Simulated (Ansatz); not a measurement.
## TiO2: the change of pressure with volume scale

All results are calculated (Ansatz 0.2.0). Periodic Kohn-Sham DFT of a crystal at fixed atoms, scaled to volume_scale times the given cell; pressure positive in compression, energy less spherical unpolarised free atoms, largest_vzz the field gradient of largest size among the nuclei.

The cell before it is scaled or strained (space group P4_2/mnm, No. 136):
```
TiO2
1.0
      4.5940     0.0000     0.0000
      0.0000     4.5940     0.0000
      0.0000     0.0000     2.9590
Ti O
2 4
Direct
  0.00000 0.00000 0.00000
  0.50000 0.50000 0.50000
  0.30600 0.30600 0.00000
  0.19400 0.80600 0.50000
  0.69400 0.69400 0.00000
  0.80600 0.19400 0.50000
```

Settings of every row: method frozen-core PAW; functional PBE; relativity scalar; k mesh 7x7x10; filling fermi-dirac; smearing width 0.05 eV; wave cutoff 420 eV; paw set soft_2.

Atom start moment: 0 on all atoms.

| row | volume scale | V (Å³/atom) | pressure (GPa) | largest V_zz (1e21 V/m^2) |
| --- | --- | --- | --- | --- |
| 1 | 0.94 | 9.784 | 23.034 | -2.861 |
| 2 | 0.96 | 9.992 | ? | ? |
| 3 | 0.98 | 10.2 | 10.685 | -2.715 |
| 4 | 0.99 | 10.304 | 7.979 | -2.682 |
| 5 | 1 | 10.408 | 5.408 | -2.65 |
| 6 | 1.01 | 10.512 | 2.966 | -2.613 |
| 7 | 1.02 | 10.616 | 0.649 | -2.58 |
| 8 | 1.04 | 10.825 | -3.64 | -2.518 |
| 9 | 1.06 | 11.033 | -7.507 | 2.593 |

Question: what pressure should row 2 give?

Worked fit of pressure. Take u = (V_r/V)^(2/3) − 1 with V_r = 10.46 Å³ an atom, which is twice the finite (Eulerian) strain; such expansions in the strain, on which the Birch-Murnaghan equation of state is built, carry the rest volume and the bulk modulus. The shown rows have u = 0.04555, 0.01692, 0.01007, 0.00333, -0.0033, -0.00982, -0.02261, -0.03493. Least squares give pressure = 4.1702 + 368.706 × u + 995.24 × u² GPa; a straight line predicts inner rows, each left out in turn, worse (root mean square 0.52 against 0.011 GPa). The rows lie off it by 0.004, -0.009, -0.005, -0.001, 0.002, 0.004, 0.017, -0.013 (root mean square 0.0087 GPa). The pressure vanishes at u = -0.0117, or V = 10.65 Å³ an atom, and there the bulk modulus at fixed shape and fractions is B = −V dP/dV = (2/3)(1 + u) dP/du = 228 GPa. Letting shape and atoms relax would as a rule lower it, by much in layered, chain or molecular crystals. The withheld row has u = 0.03099, so the fit gives 4.1702 + 368.706 × (0.03099) + 995.24 × (0.03099)² = 16.552 GPa.

The calculation gave 16.54 GPa. The fit lies 0.012 GPa (0.039 % of the column's range) above it; its largest miss of a shown row is 0.017 GPa.

The other values of row 2: largest V_zz -2.788 1e21 V/m^2.
